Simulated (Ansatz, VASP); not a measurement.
# Mo: VASP beside Ansatz

Contents of INCAR:

```
SYSTEM = Mo
PREC     = Accurate       ! precision mode
ENCUT    = 520            ! plane-wave cutoff, eV
EDIFF    = 1E-6           ! SCF threshold, eV
ISMEAR   = 0              ! smearing method
SIGMA    = 0.15           ! smearing width, eV
LREAL    = .False.        ! projectors in reciprocal space
LASPH    = .True.         ! aspherical terms in the spheres
NELM     = 80             ! most SCF steps
ALGO     = Fast           ! electronic algorithm
ISIF     = 2              ! what is computed and relaxed
LWAVE    = .False.        ! write WAVECAR
LCHARG   = .False.        ! write CHGCAR
GGA      = PE             ! functional
NBANDS   = 13             ! bands
```

KPOINTS

```
Automatic mesh
0
Gamma
  21 21 18
  0 0 0
```

Contents of POSCAR:

```
Mo
1.0
    2.6534450853      0.0000000000      0.0000000000
   -1.3267225426      2.2979508514      0.0000000000
    0.0000000000      0.0000000000      2.5935084105
Mo
1
Direct
    0.0000000000      0.0000000000      0.5000000000
```

Input for Ansatz:

```yaml
crystal:
  lattice:
    - [2.6534450853, 0.0, 0.0]
    - [-1.3267225426, 2.2979508514, 0.0]
    - [0.0, 0.0, 2.5935084105]
  atoms:
    - { symbol: Mo, position: [0.0, 0.0, 0.5] }
basis:
  ecutwfc: 420
kpoints:
  mp_grid: { grid: [21, 21, 18] }
hamiltonian:
  xc: pbe
scf:
  occupations: { method: gaussian, width: 0.15 }
output:
  forces: true
  stress: true
  eigenvalues: true
```

Change from the starting cell: strain -0.030 along x and y, +0.015 along z, atoms carried along.

Alike in both runs: task single point; functional PBE; k mesh 21 × 21 × 18; occupations gaussian, width 0.15 eV; no spin polarisation.

```csv
,VASP,Ansatz
version,VASP 6.6.1,Ansatz 0.2.0
potentials or method,"VASP PAW PBE potentials, release 64 (Mo_sv)","scalar-relativistic, plane waves, PAW"
plane-wave cutoff (eV),520,420
valence electrons in the cell,14,14
```

|  | VASP | Ansatz | Ansatz less VASP |
| --- | --- | --- | --- |
| gap on the k mesh at the Fermi level (eV) | none | none | - |
| pressure (GPa) | 16.5 | 15.9 | -0.61 |
| largest component of the traceless stress (GPa) | 16.78 | 16.75 | -0.022 |

A gap of «none» marks a metal or a gap that the smearing closes.

Caveats: so large a pressure means that the cell lies far from this level's equilibrium, or that cutoff or potentials fall short (VASP).
